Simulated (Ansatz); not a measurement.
Ni under pressure: fit and missing row

Ni, Fm-3m, a = 3.519 Å. Ansatz: PBE, PAW, 420 eV, Γ-centred 20×20×20 mesh on 1 atom, Gaussian smearing 0.10 eV; collinear spin, largest moment 0.7 μB. Cell and atoms are relaxed at each pressure, and no other structure is tried, so the rows at high pressure may lie past a change of phase.

```tsv
V (Å³/atom)	P (GPa)
9.450	40.00
10.033	20.00
10.412	9.99
?	5.04
10.783	2.01
10.890	0.00
11.001	-1.98
```

Question: Take V0 = 10.890 Å³/atom, fit the third-order Birch–Murnaghan form to the other rows, and predict the missing volume.

Answer: With the Eulerian strain f = ½[(V0/V)^(2/3) − 1] and y = P/[3f(1 + 2f)^(5/2)], the form is the line y = B0 + 1.5 B0 (B0′ − 4) f. Rows (f, y): 0.04958, 212.3; 0.02808, 207.1; 0.01519, 203.4; 0.00330, 199.7; -0.00337, 199.2. Means f = 0.01856, y = 204.34; Σ(Δf)² = 0.001778, ΣΔfΔy = 0.4599; the slope is their ratio. y = 199.5 + 258.7 f GPa, so B0 = 199.5 GPa and B0′ = 4 + 2 × (258.7)/(3 × 199.5) = 4.86. P = 5.04 GPa is met at f = 0.00801 (y = 201.57), so V = V0 (1 + 2f)^(−3/2) = 10.633 Å³/atom. The run gave 10.633 Å³/atom, the same to the digits shown.

The mesh isn't the same in all rows (20×20×20, 22×22×22).